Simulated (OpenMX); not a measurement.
Runs of OpenMX 3.8.5 on NbP. It takes space group I4_1md (No. 109, tetragonal). Conventional cell: a = 3.350 Å, b = 3.350 Å, c = 11.480 Å, α = 90.00°, β = 90.00°, γ = 90.00°. Around Nb (site symmetry 2mm) lie 6 P at 2.55 Å. P (site symmetry 2mm) is surrounded by 6 Nb at 2.55 Å. The cell is a database's computed one.

```tsv
task	level	potentials or basis	spin	k mesh	SCF threshold	grid points, held for all volumes	max SCF cycles	pressure (GPa)	V0 of scaled cells (Å³/atom)	B0 (GPa)	largest force (eV/Å)
equation of state	PBE	OpenMX 2013 PBE set, Nb7.0-s3p2d1, P7.0-s2p2d1, fixed grid of 40 × 40 × 28 points	off	11 × 11 × 11	1e-08 Ha	40 × 40 × 28	-	-	16.26	186	-
band structure	PBE	OpenMX 2013 PBE set, Nb7.0-s3p2d2, P7.0-s2p2d1f1, grid cutoff 400 Ry	off	11 × 11 × 11	1e-08 Ha	-	100	2.1	-	-	0.10
band structure	PBE	OpenMX 2013 PBE set, Nb7.0-s3p2d1, P7.0-s2p2d1, grid cutoff 400 Ry	off	11 × 11 × 11	1e-08 Ha	-	100	1.9	-	-	(c)
equation of state	LDA	OpenMX 2013 LDA set, Nb7.0-s3p2d2, P7.0-s2p2d1f1, fixed grid of 40 × 40 × 28 points	off	11 × 11 × 11	1e-08 Ha	40 × 40 × 28	-	-	(b)	(a)	-
band structure	PBE	OpenMX 2013 PBE set, Nb7.0-s3p2d2, P7.0-s2p2d1f1, grid cutoff 400 Ry	non-collinear, zero start, SOC	9 × 9 × 9	1e-07 Ha	-	100	-	-	-	0.10
band structure	LDA	OpenMX 2013 LDA set, Nb7.0-s3p2d2, P7.0-s2p2d1f1, grid cutoff 400 Ry	off	11 × 11 × 11	1e-08 Ha	-	100	-7.5	-	-	0.02
```

Alike in all rows: cell as given; smearing fermi-dirac 0.05 eV.

Q: Fill in the values left out.

A: (a) 212; (b) 15.50; (c) 0.09.

Caveats: the basis of atomic orbitals isn't converged, which shifts pressures, moduli and gaps; volumes in these bases differ from converged ones by about 1 %, for some elements by several (some runs); the cell was scaled at fixed shape and fractional positions, which overstates the stiffness of a crystal with free parameters, most of all of layers and chains (some runs); total energies with and without spin-orbit coupling shouldn't be compared in this program (some runs).

Not every run made on this cell is shown here.
